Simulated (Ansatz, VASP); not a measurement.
EuS in VASP and in Ansatz

File INCAR:

```
ALGO     = Normal         # electronic algorithm
EDIFF    = 1E-6           # SCF threshold, eV
ENCUT    = 520            # plane-wave cutoff, eV
GGA      = PE             # functional
ISIF     = 2              # what is computed and relaxed
ISMEAR   = 0              # smearing method
ISPIN    = 2              # spin polarisation
LASPH    = True           # aspherical terms in the spheres
LCHARG   = True           # write CHGCAR
LELF     = True           # ELF
LMAXMIX  = 6              # l up to which the mixer works
LORBIT   = 11             # projections on sites
LREAL    = False          # projectors in reciprocal space
LVHAR    = True         
LWAVE    = False          # write WAVECAR
MAGMOM   = 7 0            # initial moments
NBANDS   = 22             # bands
NELM     = 120            # most SCF steps
PREC     = Accurate       # precision mode
SIGMA    = 0.026000000000000002 # smearing width, eV
```

The input KPOINTS:

```
k-points
0
Gamma
  8 8 8
```

The input POSCAR:

```
EuS
1.0
    0.0000000000      2.9785000000      2.9785000000
    2.9785000000      0.0000000000      2.9785000000
    2.9785000000      2.9785000000      0.0000000000
Eu S
1 1
Direct
    0.0000000000      0.0000000000      0.0000000000
    0.5000000000      0.5000000000      0.5000000000
```

File input.yaml:

```yaml
crystal:
  lattice:
    - [0.0, 2.9785, 2.9785]
    - [2.9785, 0.0, 2.9785]
    - [2.9785, 2.9785, 0.0]
  atoms:
    - { symbol: Eu, position: [0.0, 0.0, 0.0], spin: 7.0 }
    - { symbol: S, position: [0.5, 0.5, 0.5] }
hamiltonian:
  xc: pbe
  pseudopotentials: { kind: paw }
magnetization:
  spin_polarized: true
kpoints:
  mp_grid: { grid: [8, 8, 8] }
scf:
  occupations: { method: gaussian, width: 0.026 }
output:
  forces: true
  stress: true
  eigenvalues: true
```

Alike in both runs: task single point; functional PBE; k mesh 8 × 8 × 8; occupations gaussian, width 0.026 eV; collinear spin, ferromagnetic start.

|  | VASP | Ansatz |
| --- | --- | --- |
| version | VASP 6.6.1 | Ansatz 0.2.0 |
| potentials or method | VASP PAW PBE potentials, release 64 (Eu, S) | Ansatz PAW |
| plane-wave cutoff (eV) | 520 | 420 |
| valence electrons in the cell | 23 | 23 |

VASP gave:

```
gap on the k mesh at the Fermi level (eV)                     : none
pressure (GPa)                                                : -2.8
net moment per atom (μB)                                      : 3.49
size of the moment on the site where the two differ most (μB) : 6.59
```

Q: Which values does Ansatz return?

A: gap on the k mesh at the Fermi level (eV): none; pressure (GPa): -2.5; net moment per atom (μB): 3.49; size of the moment on the site where the two differ most (μB): 6.76.

Site moments also hang on the region over which each program counts them. A gap of «none» marks a metal or a gap that the smearing closes.

Caveats: spin-orbit coupling is left out, which moves the levels of the heavy elements; a cell with one magnetic atom can't hold antiferromagnetic order, which such compounds often take; without U or exact exchange the open f shell lies at the Fermi level, which spoils levels, moments and volumes. With open d or f shells a metallic result of PBE can be an artefact of self-interaction; +U or a hybrid may open a gap. The state reached can hang on the start; a lower one may exist.
